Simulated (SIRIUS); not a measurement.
# CdF2 (Fm-3m) in SIRIUS: settings compared, part 3 of 4

SIRIUS 7.12.0. Earlier steps stand in the parts before.

**5. Equation of state, LDA, 12.77 Å³/atom (volume scaled by 0.98)**

Contents of sirius.json:

```json
{
  "control": {
    "processing_unit": "cpu",
    "std_evp_solver_name": "lapack",
    "gen_evp_solver_name": "lapack",
    "verbosity": 2,
    "print_forces": false,
    "ortho_rf": true,
    "use_second_variation": true,
    "rmt_max": 3.0,
    "num_bands_to_print": 24,
    "save_wf": true
  },
  "parameters": {
    "electronic_structure_method": "full_potential_lapwlo",
    "xc_functionals": ["XC_LDA_X", "XC_LDA_C_PW"],
    "core_relativity": "dirac",
    "valence_relativity": "iora",
    "num_fv_states": 25,
    "smearing": "fermi_dirac",
    "smearing_width": 0.0018374661,
    "pw_cutoff": 23,
    "gk_cutoff": 4.48,
    "lmax_apw": 13,
    "lmax_rho": 8,
    "lmax_pot": 8,
    "num_mag_dims": 0,
    "auto_rmt": 0,
    "ngridk": [9, 9, 9],
    "shiftk": [0, 0, 0],
    "num_dft_iter": 80,
    "energy_tol": 1e-07,
    "density_tol": 1e-05,
    "use_symmetry": true
  },
  "settings": {"tol_ne": 1e-10},
  "iterative_solver": {"type": "exact"},
  "mixer": {"type": "anderson", "beta": 0.5, "max_history": 8},
  "unit_cell": {
    "lattice_vectors": [[0.0, 5.0567538873, 5.0567538873], [5.0567538873, 0.0, 5.0567538873], [5.0567538873, 5.0567538873, 0.0]],
    "atom_types": ["Cd", "F"],
    "atom_files": {"Cd": "Cd.json", "F": "F.json"},
    "atoms": {"Cd": [[0.0, 0.0, 0.0]], "F": [[0.75, 0.75, 0.75], [0.25, 0.25, 0.25]]}
  }
}
```

Contents of Cd.json:

```json
{
  "name": "cadmium",
  "symbol": "Cd",
  "number": 48,
  "mass": 112.411,
  "rmin": 1e-06,
  "rmt": 2.54,
  "nrmt": 800,
  "rinf": 14.45,
  "core": "1s2s2p3s3p3d",
  "valence": [
    {"basis": [{"enu": -0.17, "dme": 0, "n": 0, "auto": 0}, {"enu": -0.17, "dme": 1, "n": 0, "auto": 0}]},
    {"l": 0, "n": 1, "basis": [{"enu": -0.07, "dme": 0, "n": 0, "auto": 0}]},
    {"l": 1, "n": 2, "basis": [{"enu": -0.07, "dme": 0, "n": 0, "auto": 0}]},
    {"l": 2, "n": 3, "basis": [{"enu": -0.1302, "dme": 0, "n": 0, "auto": 0}]},
    {"l": 3, "n": 4, "basis": [{"enu": -0.07, "dme": 0, "n": 0, "auto": 0}]}
  ],
  "lo": [
    {"l": 0, "basis": [{"enu": -0.07, "dme": 0, "n": 0, "auto": 0}, {"enu": -0.07, "dme": 1, "n": 0, "auto": 0}]},
    {
      "l": 0,
      "basis": [{"enu": -3.7289, "dme": 0, "n": 4, "auto": 1}, {"enu": -3.7289, "dme": 1, "n": 4, "auto": 1}]
    },
    {
      "l": 0,
      "basis": [{"enu": -3.7289, "dme": 1, "n": 4, "auto": 1}, {"enu": -0.07, "dme": 0, "n": 0, "auto": 0}]
    },
    {"l": 0, "basis": [{"enu": -0.07, "dme": 0, "n": 0, "auto": 0}, {"enu": 2.41, "dme": 0, "n": 0, "auto": 0}]},
    {"l": 1, "basis": [{"enu": -0.07, "dme": 0, "n": 0, "auto": 0}, {"enu": -0.07, "dme": 1, "n": 0, "auto": 0}]},
    {
      "l": 1,
      "basis": [{"enu": -2.3096, "dme": 0, "n": 4, "auto": 1}, {"enu": -2.3096, "dme": 1, "n": 4, "auto": 1}]
    },
    {
      "l": 1,
      "basis": [{"enu": -2.3096, "dme": 1, "n": 4, "auto": 1}, {"enu": -0.07, "dme": 0, "n": 0, "auto": 0}]
    },
    {"l": 1, "basis": [{"enu": -0.07, "dme": 0, "n": 0, "auto": 0}, {"enu": 2.782, "dme": 0, "n": 0, "auto": 0}]},
    {
      "l": 2,
      "basis": [{"enu": -0.1302, "dme": 0, "n": 0, "auto": 0}, {"enu": -0.1302, "dme": 1, "n": 0, "auto": 0}]
    },
    {
      "l": 2,
      "basis": [{"enu": -0.1302, "dme": 1, "n": 0, "auto": 0}, {"enu": -0.1302, "dme": 2, "n": 0, "auto": 0}]
    },
    {
      "l": 2,
      "basis": [{"enu": -0.1302, "dme": 0, "n": 0, "auto": 0}, {"enu": 2.2878, "dme": 0, "n": 0, "auto": 0}]
    },
    {"l": 3, "basis": [{"enu": -0.07, "dme": 0, "n": 0, "auto": 0}, {"enu": -0.07, "dme": 1, "n": 0, "auto": 0}]},
    {"l": 3, "basis": [{"enu": -0.07, "dme": 0, "n": 0, "auto": 0}, {"enu": 2.627, "dme": 0, "n": 0, "auto": 0}]}
  ],
  "free_atom": [... radial grid and density of the free atom, the start of the SCF ...]
}
```

Contents of F.json:

```json
{
  "name": "fluorine",
  "symbol": "F",
  "number": 9,
  "mass": 18.9984032,
  "rmin": 1e-06,
  "rmt": 1.65,
  "nrmt": 800,
  "rinf": 10.39,
  "core": "1s",
  "valence": [
    {"basis": [{"enu": -0.17, "dme": 0, "n": 0, "auto": 0}, {"enu": -0.17, "dme": 1, "n": 0, "auto": 0}]},
    {"l": 0, "n": 1, "basis": [{"enu": -0.3567, "dme": 0, "n": 0, "auto": 0}]},
    {"l": 1, "n": 2, "basis": [{"enu": -0.07, "dme": 0, "n": 0, "auto": 0}]},
    {"l": 2, "n": 3, "basis": [{"enu": -0.07, "dme": 0, "n": 0, "auto": 0}]},
    {"l": 3, "n": 4, "basis": [{"enu": -0.07, "dme": 0, "n": 0, "auto": 0}]}
  ],
  "lo": [
    {
      "l": 0,
      "basis": [{"enu": -0.3567, "dme": 0, "n": 0, "auto": 0}, {"enu": -0.3567, "dme": 1, "n": 0, "auto": 0}]
    },
    {
      "l": 0,
      "basis": [{"enu": -0.3567, "dme": 1, "n": 0, "auto": 0}, {"enu": -0.3567, "dme": 2, "n": 0, "auto": 0}]
    },
    {
      "l": 0,
      "basis": [{"enu": -0.3567, "dme": 0, "n": 0, "auto": 0}, {"enu": 4.051, "dme": 0, "n": 0, "auto": 0}]
    },
    {"l": 1, "basis": [{"enu": -0.07, "dme": 0, "n": 0, "auto": 0}, {"enu": -0.07, "dme": 1, "n": 0, "auto": 0}]},
    {"l": 1, "basis": [{"enu": -0.07, "dme": 1, "n": 0, "auto": 0}, {"enu": -0.07, "dme": 2, "n": 0, "auto": 0}]},
    {
      "l": 1,
      "basis": [{"enu": -0.07, "dme": 0, "n": 0, "auto": 0}, {"enu": 4.9989, "dme": 0, "n": 0, "auto": 0}]
    },
    {"l": 2, "basis": [{"enu": -0.07, "dme": 0, "n": 0, "auto": 0}, {"enu": -0.07, "dme": 1, "n": 0, "auto": 0}]},
    {"l": 2, "basis": [{"enu": -0.07, "dme": 1, "n": 0, "auto": 0}, {"enu": -0.07, "dme": 2, "n": 0, "auto": 0}]},
    {"l": 2, "basis": [{"enu": -0.07, "dme": 0, "n": 0, "auto": 0}, {"enu": 5.66, "dme": 0, "n": 0, "auto": 0}]},
    {"l": 3, "basis": [{"enu": -0.07, "dme": 0, "n": 0, "auto": 0}, {"enu": -0.07, "dme": 1, "n": 0, "auto": 0}]}
  ],
  "free_atom": [... radial grid and density of the free atom, the start of the SCF ...]
}
```

Contents of sirius_start.json:

```json
{
  "control": {
    "processing_unit": "cpu",
    "std_evp_solver_name": "lapack",
    "gen_evp_solver_name": "lapack",
    "verbosity": 1,
    "print_forces": false,
    "ortho_rf": true,
    "use_second_variation": true,
    "rmt_max": 3.0,
    "num_bands_to_print": 24,
    "save_wf": false
  },
  "parameters": {
    "electronic_structure_method": "full_potential_lapwlo",
    "xc_functionals": ["XC_LDA_X", "XC_LDA_C_PW"],
    "core_relativity": "dirac",
    "valence_relativity": "iora",
    "num_fv_states": 25,
    "smearing": "fermi_dirac",
    "smearing_width": 0.0055123983,
    "pw_cutoff": 23,
    "gk_cutoff": 3.59,
    "lmax_apw": 13,
    "lmax_rho": 8,
    "lmax_pot": 8,
    "num_mag_dims": 0,
    "auto_rmt": 0,
    "ngridk": [4, 4, 4],
    "shiftk": [0, 0, 0],
    "num_dft_iter": 30,
    "energy_tol": 0.01,
    "density_tol": 0.05,
    "use_symmetry": true
  },
  "settings": {"tol_ne": 1e-10},
  "iterative_solver": {"type": "exact"},
  "mixer": {"type": "anderson", "beta": 0.5, "max_history": 8},
  "unit_cell": {
    "lattice_vectors": [[0.0, 5.0567538873, 5.0567538873], [5.0567538873, 0.0, 5.0567538873], [5.0567538873, 5.0567538873, 0.0]],
    "atom_types": ["Cd", "F"],
    "atom_files": {"Cd": "Cd.json", "F": "F.json"},
    "atoms": {"Cd": [[0.0, 0.0, 0.0]], "F": [[0.75, 0.75, 0.75], [0.25, 0.25, 0.25]]}
  }
}
```

The run is started by

```sh
$ OMP_NUM_THREADS=1 sirius.scf --input=sirius_start.json --output=start.json
$ OMP_NUM_THREADS=1 sirius.scf --input=sirius.json --output=output.json --task=1
```

Wall time 70 s (1 thread of Intel Xeon 6975P-C (Granite Rapids), shared host); peak memory 0.78 GiB.

The run converged. Its results:

```yaml
Free_energy: -157548.4166 eV
Band_gap_on_the_k_mesh: 2.90 eV, indirect (least direct gap 3.32 eV)
All_electrons_inside_the_program's_atomic_spheres: Cd 46.38; F 8.33 (radii Cd 2.54, F 1.65 bohr)
```

Caveat: an odd mesh through Γ misses points on the zone boundary, where band edges often lie.

**6. Equation of state, LDA, 13.03 Å³/atom**

Edit sirius.json of step 5 so:

```diff
@@ -39,3 +39,3 @@
   "unit_cell": {
-    "lattice_vectors": [[0.0, 5.0567538873, 5.0567538873], [5.0567538873, 0.0, 5.0567538873], [5.0567538873, 5.0567538873, 0.0]],
+    "lattice_vectors": [[0.0, 5.0909221797, 5.0909221797], [5.0909221797, 0.0, 5.0909221797], [5.0909221797, 5.0909221797, 0.0]],
     "atom_types": ["Cd", "F"],
```

Contents of Cd.json:

```json
{
  "name": "cadmium",
  "symbol": "Cd",
  "number": 48,
  "mass": 112.411,
  "rmin": 1e-06,
  "rmt": 2.54,
  "nrmt": 800,
  "rinf": 14.45,
  "core": "1s2s2p3s3p3d",
  "valence": [
    {"basis": [{"enu": -0.18, "dme": 0, "n": 0, "auto": 0}, {"enu": -0.18, "dme": 1, "n": 0, "auto": 0}]},
    {"l": 0, "n": 1, "basis": [{"enu": -0.08, "dme": 0, "n": 0, "auto": 0}]},
    {"l": 1, "n": 2, "basis": [{"enu": -0.08, "dme": 0, "n": 0, "auto": 0}]},
    {"l": 2, "n": 3, "basis": [{"enu": -0.1402, "dme": 0, "n": 0, "auto": 0}]},
    {"l": 3, "n": 4, "basis": [{"enu": -0.08, "dme": 0, "n": 0, "auto": 0}]}
  ],
  "lo": [
    {"l": 0, "basis": [{"enu": -0.08, "dme": 0, "n": 0, "auto": 0}, {"enu": -0.08, "dme": 1, "n": 0, "auto": 0}]},
    {
      "l": 0,
      "basis": [{"enu": -3.7389, "dme": 0, "n": 4, "auto": 1}, {"enu": -3.7389, "dme": 1, "n": 4, "auto": 1}]
    },
    {
      "l": 0,
      "basis": [{"enu": -3.7389, "dme": 1, "n": 4, "auto": 1}, {"enu": -0.08, "dme": 0, "n": 0, "auto": 0}]
    },
    {"l": 0, "basis": [{"enu": -0.08, "dme": 0, "n": 0, "auto": 0}, {"enu": 2.4, "dme": 0, "n": 0, "auto": 0}]},
    {"l": 1, "basis": [{"enu": -0.08, "dme": 0, "n": 0, "auto": 0}, {"enu": -0.08, "dme": 1, "n": 0, "auto": 0}]},
    {
      "l": 1,
      "basis": [{"enu": -2.3196, "dme": 0, "n": 4, "auto": 1}, {"enu": -2.3196, "dme": 1, "n": 4, "auto": 1}]
    },
    {
      "l": 1,
      "basis": [{"enu": -2.3196, "dme": 1, "n": 4, "auto": 1}, {"enu": -0.08, "dme": 0, "n": 0, "auto": 0}]
    },
    {"l": 1, "basis": [{"enu": -0.08, "dme": 0, "n": 0, "auto": 0}, {"enu": 2.772, "dme": 0, "n": 0, "auto": 0}]},
    {
      "l": 2,
      "basis": [{"enu": -0.1402, "dme": 0, "n": 0, "auto": 0}, {"enu": -0.1402, "dme": 1, "n": 0, "auto": 0}]
    },
    {
      "l": 2,
      "basis": [{"enu": -0.1402, "dme": 1, "n": 0, "auto": 0}, {"enu": -0.1402, "dme": 2, "n": 0, "auto": 0}]
    },
    {
      "l": 2,
      "basis": [{"enu": -0.1402, "dme": 0, "n": 0, "auto": 0}, {"enu": 2.2778, "dme": 0, "n": 0, "auto": 0}]
    },
    {"l": 3, "basis": [{"enu": -0.08, "dme": 0, "n": 0, "auto": 0}, {"enu": -0.08, "dme": 1, "n": 0, "auto": 0}]},
    {"l": 3, "basis": [{"enu": -0.08, "dme": 0, "n": 0, "auto": 0}, {"enu": 2.617, "dme": 0, "n": 0, "auto": 0}]}
  ],
  "free_atom": [... radial grid and density of the free atom, the start of the SCF ...]
}
```

Contents of F.json:

```json
{
  "name": "fluorine",
  "symbol": "F",
  "number": 9,
  "mass": 18.9984032,
  "rmin": 1e-06,
  "rmt": 1.65,
  "nrmt": 800,
  "rinf": 10.39,
  "core": "1s",
  "valence": [
    {"basis": [{"enu": -0.18, "dme": 0, "n": 0, "auto": 0}, {"enu": -0.18, "dme": 1, "n": 0, "auto": 0}]},
    {"l": 0, "n": 1, "basis": [{"enu": -0.3667, "dme": 0, "n": 0, "auto": 0}]},
    {"l": 1, "n": 2, "basis": [{"enu": -0.08, "dme": 0, "n": 0, "auto": 0}]},
    {"l": 2, "n": 3, "basis": [{"enu": -0.08, "dme": 0, "n": 0, "auto": 0}]},
    {"l": 3, "n": 4, "basis": [{"enu": -0.08, "dme": 0, "n": 0, "auto": 0}]}
  ],
  "lo": [
    {
      "l": 0,
      "basis": [{"enu": -0.3667, "dme": 0, "n": 0, "auto": 0}, {"enu": -0.3667, "dme": 1, "n": 0, "auto": 0}]
    },
    {
      "l": 0,
      "basis": [{"enu": -0.3667, "dme": 1, "n": 0, "auto": 0}, {"enu": -0.3667, "dme": 2, "n": 0, "auto": 0}]
    },
    {
      "l": 0,
      "basis": [{"enu": -0.3667, "dme": 0, "n": 0, "auto": 0}, {"enu": 4.041, "dme": 0, "n": 0, "auto": 0}]
    },
    {"l": 1, "basis": [{"enu": -0.08, "dme": 0, "n": 0, "auto": 0}, {"enu": -0.08, "dme": 1, "n": 0, "auto": 0}]},
    {"l": 1, "basis": [{"enu": -0.08, "dme": 1, "n": 0, "auto": 0}, {"enu": -0.08, "dme": 2, "n": 0, "auto": 0}]},
    {
      "l": 1,
      "basis": [{"enu": -0.08, "dme": 0, "n": 0, "auto": 0}, {"enu": 4.9889, "dme": 0, "n": 0, "auto": 0}]
    },
    {"l": 2, "basis": [{"enu": -0.08, "dme": 0, "n": 0, "auto": 0}, {"enu": -0.08, "dme": 1, "n": 0, "auto": 0}]},
    {"l": 2, "basis": [{"enu": -0.08, "dme": 1, "n": 0, "auto": 0}, {"enu": -0.08, "dme": 2, "n": 0, "auto": 0}]},
    {"l": 2, "basis": [{"enu": -0.08, "dme": 0, "n": 0, "auto": 0}, {"enu": 5.65, "dme": 0, "n": 0, "auto": 0}]},
    {"l": 3, "basis": [{"enu": -0.08, "dme": 0, "n": 0, "auto": 0}, {"enu": -0.08, "dme": 1, "n": 0, "auto": 0}]}
  ],
  "free_atom": [... radial grid and density of the free atom, the start of the SCF ...]
}
```

Edit sirius_start.json of step 5 so:

```diff
@@ -39,3 +39,3 @@
   "unit_cell": {
-    "lattice_vectors": [[0.0, 5.0567538873, 5.0567538873], [5.0567538873, 0.0, 5.0567538873], [5.0567538873, 5.0567538873, 0.0]],
+    "lattice_vectors": [[0.0, 5.0909221797, 5.0909221797], [5.0909221797, 0.0, 5.0909221797], [5.0909221797, 5.0909221797, 0.0]],
     "atom_types": ["Cd", "F"],
```

Potentials or basis: all-electron FP-LAPW, apw+lo standard.

The run is started by

```sh
$ OMP_NUM_THREADS=1 sirius.scf --input=sirius_start.json --output=start.json
$ OMP_NUM_THREADS=1 sirius.scf --input=sirius.json --output=output.json --task=1
```

Run time: 72 s. Hardware: 1 thread of Intel Xeon 6975P-C (Granite Rapids), shared host; peak memory 0.79 GiB.

Results (log left out):

| Item | Value |
| --- | --- |
| Free energy | -157548.3936 eV |
| Band gap on the k mesh | 2.82 eV, indirect (least direct gap 3.27 eV) |
| All electrons inside the program's atomic spheres | Cd 46.35; F 8.32 (radii Cd 2.54, F 1.65 bohr) |

Caveat: an odd mesh through Γ misses points on the zone boundary, where band edges often lie.

**7. Equation of state, LDA, 13.30 Å³/atom (volume scaled by 1.02)**

Edit sirius.json of step 6 so:

```diff
@@ -39,3 +39,3 @@
   "unit_cell": {
-    "lattice_vectors": [[0.0, 5.0909221797, 5.0909221797], [5.0909221797, 0.0, 5.0909221797], [5.0909221797, 5.0909221797, 0.0]],
+    "lattice_vectors": [[0.0, 5.1246378788, 5.1246378788], [5.1246378788, 0.0, 5.1246378788], [5.1246378788, 5.1246378788, 0.0]],
     "atom_types": ["Cd", "F"],
```

Cd.json is that of step 6.

F.json is that of step 6.

Edit sirius_start.json of step 6 so:

```diff
@@ -39,3 +39,3 @@
   "unit_cell": {
-    "lattice_vectors": [[0.0, 5.0909221797, 5.0909221797], [5.0909221797, 0.0, 5.0909221797], [5.0909221797, 5.0909221797, 0.0]],
+    "lattice_vectors": [[0.0, 5.1246378788, 5.1246378788], [5.1246378788, 0.0, 5.1246378788], [5.1246378788, 5.1246378788, 0.0]],
     "atom_types": ["Cd", "F"],
```

The run is started by

```sh
$ OMP_NUM_THREADS=1 sirius.scf --input=sirius_start.json --output=start.json
$ OMP_NUM_THREADS=1 sirius.scf --input=sirius.json --output=output.json --task=1
```

Run time: 81 s. Hardware: 1 thread of Intel Xeon 6975P-C (Granite Rapids), shared host; peak memory 0.8 GiB.

It converged, with:

- Free energy: -157548.3609 eV
- Band gap on the k mesh: 2.76 eV, indirect (least direct gap 3.23 eV)
- All electrons inside the program's atomic spheres: Cd 46.33; F 8.31 (radii Cd 2.54, F 1.65 bohr)

Caveat: an odd mesh through Γ misses points on the zone boundary, where band edges often lie.

(Continued in part 4 of 4.)
